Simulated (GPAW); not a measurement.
Wanted: an ASE script for a GPAW 26.7.0 run.

```
Task                : single point
Functional          : PBE
Potentials or basis : GPAW PAW data sets (gpaw-data 1.2.1)
Cutoff              : 600 eV
Basis               : pw
k mesh              : 11 × 11 × 11
Occupations         : fermi-dirac, width 0.05 eV
Spin                : no spin polarisation
Maxiter             : 150
```

Au:

```
Au
1.0
     0.00000    2.03500    2.03500
     2.03500    0.00000    2.03500
     2.03500    2.03500    0.00000
Au
1
Direct
  0.00000 0.00000 0.00000
```

One way to write it, as run:

run.py

```python
from ase import Atoms
from ase.dft.bandgap import bandgap
from ase.io import write
from ase.units import Bohr, GPa
from gpaw import GPAW, PW
from gpaw.elf import elf_from_dft_calculation

atoms = Atoms(['Au'],
              cell=[[0.0, 2.035, 2.035],
                    [2.035, 0.0, 2.035],
                    [2.035, 2.035, 0.0]],
              scaled_positions=[[0.0, 0.0, 0.0]],
              pbc=True)

calc = GPAW(mode=PW(600),
            xc='PBE',
            kpts={'size': (11, 11, 11), 'gamma': True},
            occupations={'name': 'fermi-dirac', 'width': 0.05},
            nbands=14,
            convergence={'density': 1e-05, 'energy': 1e-05},
            maxiter=150,
            txt='gpaw.txt')
atoms.calc = calc
energy = atoms.get_potential_energy()
forces = atoms.get_forces()
stress = atoms.get_stress()
calc.write('gs.gpw')
write('result.traj', atoms)
print(f'Energy: {energy:.6f} eV')
print('Forces (eV/A):')
print(forces.round(4))
print('Stress (GPa):', (stress / GPa).round(3))
print('Fermi level:', round(calc.get_fermi_level(), 4), 'eV')
print(f'Gap: {bandgap(calc)[0]:.4f} eV, direct: {bandgap(calc, direct=True)[0]:.4f} eV')

# fields on the real-space grid
write('density.cube', atoms, data=calc.get_pseudo_density() * Bohr**3)
write('potential.cube', atoms, data=calc.get_electrostatic_potential())
write('elf.cube', atoms, data=elf_from_dft_calculation(calc).data)
```

Potentials or basis: GPAW PAW data sets (gpaw-data 1.2.1), pw.

The run is started by

```bash
$ OMP_NUM_THREADS=1 python run.py
```

Results of the run:

| Property | Result |
| --- | --- |
| Pressure | 13.3 GPa |
| Band gap on the k mesh | none (metal or under the smearing width) |

Caveat: with this Au data set, volumes or pressures lay over 1.5 % or 2 GPa off other programs in two to four cells of ten.

Run time: 12 s on 1 thread of Arm Neoverse V1, with other jobs on the host, peak memory 0.13 GiB.
